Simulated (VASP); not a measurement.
PbO (Litharge), 4 atoms in the cell. The structure is tetragonal, space group P4/nmm (No. 129). Conventional cell: a = 3.990 Å, b = 3.990 Å, c = 5.010 Å, α = 90.00°, β = 90.00°, γ = 90.00°. Pb (site symmetry 4mm) is surrounded by 4 O at 2.33 Å. O (site symmetry -4m2) has 4 Pb at 2.33 Å as nearest neighbours. 

```yaml
Program: VASP 6.6.1
Task: single point
Functional: HSE(alpha, omega)
Potentials_or_basis: VASP PAW PBE potentials, release 64 (Pb_d, O)
Cutoff: 520 eV
k_mesh: 4 × 4 × 3
Occupations: fermi-dirac, width 0.05 eV
Spin: no spin polarisation
Share_of_exact_exchange: 0.3
Grid_for_exact_exchange_PRECFOCK: Fast
Further_INCAR_settings: ALGO = Normal; EDIFF = 1e-07; NBANDS = 28
```

Potentials or basis: VASP PAW PBE potentials, release 64 (Pb_d, O).

Command:

```sh
$ cat potpaw_PBE.64/Pb_d/POTCAR potpaw_PBE.64/O/POTCAR > POTCAR
$ cp INCAR.step1 INCAR
$ mpirun -np 1 vasp_std > vasp.out
$ cp INCAR.step2 INCAR
$ mpirun -np 1 vasp_std > vasp.out
```

Hardware: 1 thread of Intel(R) Xeon(R) 6975P-C (Granite Rapids), with other jobs on the host.

**Question.** How long does it take, and how much memory?

**Answer.** Run time: 8.9 min on 1 thread of Intel(R) Xeon(R) 6975P-C (Granite Rapids), with other jobs on the host, peak memory 0.3 GiB. Counts: scf iterations 16, k points 12.
